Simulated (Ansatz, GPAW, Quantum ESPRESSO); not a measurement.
**One calculation of CoO, 4 ways**

```
Co O
1.0
     1.50547    0.86918    2.43993
    -1.50547    0.86918    2.43993
     0.00000   -1.73837    2.43993
Co O
1 1
Direct
  0.99683 0.00019 0.00637
  0.47022 0.51568 0.50987
```

The cell is a database's computed one, not the measured one.

Atoms were shifted at random by some hundredths of an Å from the given cell, which wasn't relaxed again for these runs.

Alike in all runs: task single point; functional PBEsol; k mesh 11 × 11 × 11; occupations fermi-dirac, width 0.05 eV; collinear spin, ferromagnetic start; no spin-orbit coupling. Pressure is positive in compression and, in plane waves, holds the error of the finite cutoff, which Ansatz's Pulay term estimates and takes out.

| program and potentials | plane-wave cutoff (eV) | notes | pressure (GPa) | net moment per atom (μB) | energy over the undisturbed cell (meV/atom) |
| --- | --- | --- | --- | --- | --- |
| Ansatz, Ansatz PAW | 420 | potentials made for PBE, which Ansatz adapts in part; 11.5 valence electrons an atom on average; Pulay term of +0.77 GPa included | -8.76 | 1.47 | 0.20 |
| Ansatz, all-electron LAPW, scalar-relativistic | - | - | -8.80 | 1.47 | - |
| GPAW, PAW data sets generated for this functional | 800 | 7.5 valence electrons an atom on average | -7.87 | 1.47 | - |
| Quantum ESPRESSO, GBRV 1.5 PBEsol | 762 | 11.5 valence electrons an atom on average | -8.45 | 1.50 | -0.33 |

Force on atom 1 (Co), eV/Å:

```csv
program and potentials,x,y,z
"Ansatz, all-electron LAPW, scalar-relativistic",-0.024,-0.002,-0.004
"GPAW, PAW data sets generated for this functional",-0.035,-0.004,-0.007
```

The pressure spans -8.80 (Ansatz, all-electron LAPW, scalar-relativistic) to -7.87 GPa (GPAW, PAW data sets generated for this functional), with all-electron results at -8.80. The net moment per atom spans 1.47 (Ansatz, all-electron LAPW, scalar-relativistic) to 1.50 μB (Quantum ESPRESSO, GBRV 1.5 PBEsol), with all-electron results at 1.47. The state is the one that the start led to, which needn't be the lowest.

Differences between rows come from potentials, basis sets and numerical settings, since the functional is the same but for its coding. Runs on potential files found faulty are left out.
